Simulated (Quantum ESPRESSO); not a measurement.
Set up this calculation in Quantum ESPRESSO 7.5, as the native input.

* Task: band structure
* Functional: LDA
* Potentials or basis: GBRV 1.5 LDA
* Cutoff: 762 eV
* Density cutoff: 6095 eV
* k mesh: 6 × 6 × 6
* Occupations: fermi-dirac, width 0.05 eV
* Spin: no spin polarisation
* Form of the LDA correlation: PZ81
* Mixing beta: 0.5
* Most SCF iterations: 120
* SCF threshold: 6e-10 Ry

CuCl2:

```
Cu Cl
1.0
     4.52065    0.00000    0.00000
     0.00000    4.52065    0.00000
     0.00000    0.00000    4.31771
Cu Cl
1 2
Direct
  0.00000 0.00000 0.00000
  0.00000 0.50000 0.00000
  0.50000 0.00000 0.00000
```

Measurements of this composition are mostly on another form, of space group No. 12.

These files were run (other wordings do the same):

pw.in

```
&CONTROL
  calculation = 'scf'
  prefix = 'pwscf'
  outdir = './tmp'
  pseudo_dir = './pseudo'
  tprnfor = .true.
  tstress = .true.
  disk_io = 'low'
/
&SYSTEM
  ibrav = 0
  celldm(1) = 8
  nat = 3
  ntyp = 2
  ecutwfc = 56
  ecutrho = 448
  nbnd = 24
  occupations = 'smearing'
  smearing = 'fd'
  degauss = 0.00367493
/
&ELECTRONS
  conv_thr = 6d-10
  electron_maxstep = 120
  mixing_beta = 0.5
/
ATOMIC_SPECIES
Cu    63.5460 cu_lda_v1.2.uspp.F.UPF
Cl    35.4500 cl_lda_v1.4.uspp.F.UPF
CELL_PARAMETERS alat
  1.0678483282297   0.0000000000000   0.0000000000000
  0.0000000000000   1.0678483282297   0.0000000000000
  0.0000000000000   0.0000000000000   1.0199116456263
ATOMIC_POSITIONS crystal
Cu     0.0000000000    0.0000000000    0.0000000000
Cl     0.0000000000    0.5000000000    0.0000000000
Cl     0.5000000000    0.0000000000    0.0000000000
K_POINTS automatic
6 6 6 0 0 0
```

bands.in

```
&CONTROL
  calculation = 'bands'
  prefix = 'pwscf'
  outdir = './tmp'
  pseudo_dir = './pseudo'
  disk_io = 'low'
  verbosity = 'high'
/
&SYSTEM
  ibrav = 0
  celldm(1) = 8
  nat = 3
  ntyp = 2
  ecutwfc = 56
  ecutrho = 448
  nbnd = 24
  occupations = 'smearing'
  smearing = 'fd'
  degauss = 0.00367493
/
&ELECTRONS
  conv_thr = 1d-08
  electron_maxstep = 120
  mixing_beta = 0.5
  diago_full_acc = .true.
  startingwfc = 'random'
/
ATOMIC_SPECIES
Cu    63.5460 cu_lda_v1.2.uspp.F.UPF
Cl    35.4500 cl_lda_v1.4.uspp.F.UPF
CELL_PARAMETERS alat
  1.0678483282297   0.0000000000000   0.0000000000000
  0.0000000000000   1.0678483282297   0.0000000000000
  0.0000000000000   0.0000000000000   1.0199116456263
ATOMIC_POSITIONS crystal
Cu     0.0000000000    0.0000000000    0.0000000000
Cl     0.0000000000    0.5000000000    0.0000000000
Cl     0.5000000000    0.0000000000    0.0000000000
K_POINTS crystal
60
 0.0000000000  0.0000000000  0.0000000000 1
 0.0000000000  0.1000000000  0.0000000000 1
 0.0000000000  0.2000000000  0.0000000000 1
 0.0000000000  0.3000000000  0.0000000000 1
 0.0000000000  0.4000000000  0.0000000000 1
 0.0000000000  0.5000000000  0.0000000000 1
 0.1000000000  0.5000000000  0.0000000000 1
 0.2000000000  0.5000000000  0.0000000000 1
 0.3000000000  0.5000000000  0.0000000000 1
 0.4000000000  0.5000000000  0.0000000000 1
 0.5000000000  0.5000000000  0.0000000000 1
 0.4375000000  0.4375000000  0.0000000000 1
 0.3750000000  0.3750000000  0.0000000000 1
 0.3125000000  0.3125000000  0.0000000000 1
 0.2500000000  0.2500000000  0.0000000000 1
 0.1875000000  0.1875000000  0.0000000000 1
 0.1250000000  0.1250000000  0.0000000000 1
 0.0625000000  0.0625000000  0.0000000000 1
 0.0000000000  0.0000000000  0.0000000000 1
 0.0000000000  0.0000000000  0.0833333333 1
 0.0000000000  0.0000000000  0.1666666667 1
 0.0000000000  0.0000000000  0.2500000000 1
 0.0000000000  0.0000000000  0.3333333333 1
 0.0000000000  0.0000000000  0.4166666667 1
 0.0000000000  0.0000000000  0.5000000000 1
 0.0000000000  0.0833333333  0.5000000000 1
 0.0000000000  0.1666666667  0.5000000000 1
 0.0000000000  0.2500000000  0.5000000000 1
 0.0000000000  0.3333333333  0.5000000000 1
 0.0000000000  0.4166666667  0.5000000000 1
 0.0000000000  0.5000000000  0.5000000000 1
 0.0833333333  0.5000000000  0.5000000000 1
 0.1666666667  0.5000000000  0.5000000000 1
 0.2500000000  0.5000000000  0.5000000000 1
 0.3333333333  0.5000000000  0.5000000000 1
 0.4166666667  0.5000000000  0.5000000000 1
 0.5000000000  0.5000000000  0.5000000000 1
 0.4444444444  0.4444444444  0.5000000000 1
 0.3888888889  0.3888888889  0.5000000000 1
 0.3333333333  0.3333333333  0.5000000000 1
 0.2777777778  0.2777777778  0.5000000000 1
 0.2222222222  0.2222222222  0.5000000000 1
 0.1666666667  0.1666666667  0.5000000000 1
 0.1111111111  0.1111111111  0.5000000000 1
 0.0555555556  0.0555555556  0.5000000000 1
 0.0000000000  0.0000000000  0.5000000000 1
 0.0000000000  0.5000000000  0.0000000000 1
 0.0000000000  0.5000000000  0.0833333333 1
 0.0000000000  0.5000000000  0.1666666667 1
 0.0000000000  0.5000000000  0.2500000000 1
 0.0000000000  0.5000000000  0.3333333333 1
 0.0000000000  0.5000000000  0.4166666667 1
 0.0000000000  0.5000000000  0.5000000000 1
 0.5000000000  0.5000000000  0.0000000000 1
 0.5000000000  0.5000000000  0.0833333333 1
 0.5000000000  0.5000000000  0.1666666667 1
 0.5000000000  0.5000000000  0.2500000000 1
 0.5000000000  0.5000000000  0.3333333333 1
 0.5000000000  0.5000000000  0.4166666667 1
 0.5000000000  0.5000000000  0.5000000000 1
```

Potentials or basis: GBRV 1.5 LDA.

Run with:

```sh
$ OMP_NUM_THREADS=1 mpirun -n 2 pw.x -nk 2 -in pw.in > pw.out
$ OMP_NUM_THREADS=1 mpirun -n 2 pw.x -nk 2 -in bands.in > bands.out
```

Results of the run:

```
Pressure               : -3.3 GPa
Band gap on the k mesh : none (metal or under the smearing width)
```

Caveat: some levels on the path didn't converge; an odd number of electrons without spin polarisation forces a metal; a magnetic or distorted state may lie lower; the run has no spin polarisation, though such a crystal can be magnetic; semilocal functionals often make such compounds metallic where correlation or magnetic order opens a gap, which also shifts bond lengths.

Run time: 2.3 min on 2 MPI ranks on Intel(R) Xeon(R) Platinum 8375C CPU @ 2.90GHz (Ice Lake), on a shared host, peak memory 0.52 GiB a rank.
